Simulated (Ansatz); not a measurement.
Crystal: ZrC.

```
Zr C
1.0
     0.00000    2.36500    2.36500
     2.36500    0.00000    2.36500
     2.36500    2.36500    0.00000
Zr C
1 1
Direct
  0.50000 0.50000 0.50000
  0.00000 0.00000 0.00000
```

Base run:

- Program: Ansatz 0.2.0
- Functional: r2SCAN
- Potentials or basis: Ansatz PAW
- Cutoff: 500 eV (not typed: the program's choice for these potentials)
- k mesh: 10 × 10 × 10
- Occupations: fermi-dirac, width 0.05 eV
- Spin: no spin polarisation

Its results: band gap on the k mesh none (metal or under the smearing width); pressure -2.6 GPa.

Q: After a change of settings the same cell gave: band gap on the k mesh none (metal or under the smearing width); pressure -8.5 GPa. Which change was it?
A. functional from r2SCAN to PBE; cutoff from 500 eV (not typed: the program's choice for these potentials) to 420 eV (not typed: the program's choice for these potentials)
B. functional from r2SCAN to LDA; cutoff from 500 eV (not typed: the program's choice for these potentials) to 420 eV (not typed: the program's choice for these potentials)
C. functional from r2SCAN to PBEsol; cutoff from 500 eV (not typed: the program's choice for these potentials) to 420 eV (not typed: the program's choice for these potentials); k mesh from 10 × 10 × 10 to 8 × 8 × 8

A: C.

Caveats: the PAW data sets come from PBE, with cores solved anew for the run's functional, which leaves a small shift of forces and pressure.
